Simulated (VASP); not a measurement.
Input of a VASP 6.6.1 run:

INCAR

```
SYSTEM = MnS
ALGO = Fast ; EDIFF = 1E-7
ENCUT = 520 ; GGA = PS
ISIF = 2 ; ISMEAR = 0
LASPH = .TRUE. ; LCHARG = .TRUE.
LDAU = .TRUE. ; LDAUJ = 0 0
LDAUL = 2 -1 ; LDAUPRINT = 1
LDAUTYPE = 2 ; LDAUU = 3 0
LELF = .TRUE. ; LMAXMIX = 4
LREAL = .FALSE. ; LVHAR = .TRUE.
LWAVE = .FALSE. ; NELM = 150
PREC = Accurate ; SIGMA = 0.05
```

KPOINTS

```
k-points
0
G
  5 5 4
  0 0 0
```

POSCAR

```
MnS
1.0
    4.3056791600      0.0000000000      0.0000000000
    0.0000000000      4.3056791600      0.0000000000
    0.0000000000      0.0000000000      5.3605806400
Mn S
2 2
Direct
    0.0000000000      0.5000000000      0.0000000000
    0.5000000000      0.0000000000      0.5000000000
    0.0000000000      0.0000000000      0.2500000000
    0.0000000000      0.0000000000      0.7500000000
```

Potentials or basis: VASP PAW PBE potentials, release 64 (Mn_pv, S).

Run with:

```bash
$ cat potpaw_PBE.64/Mn_pv/POTCAR potpaw_PBE.64/S/POTCAR > POTCAR
$ mpirun -np 1 vasp_std > vasp.out
```

(1) Predict the band gap on the k mesh.

(2) Estimate the pressure.

## Answers

(1) none (metal or under the smearing width).

(2) -16.7 GPa.

Caveat: the PAW data sets were made with another functional, which shifts forces and pressure a little; the run has no spin polarisation, though such a crystal can be magnetic; U without spin polarisation on a metal has little footing.
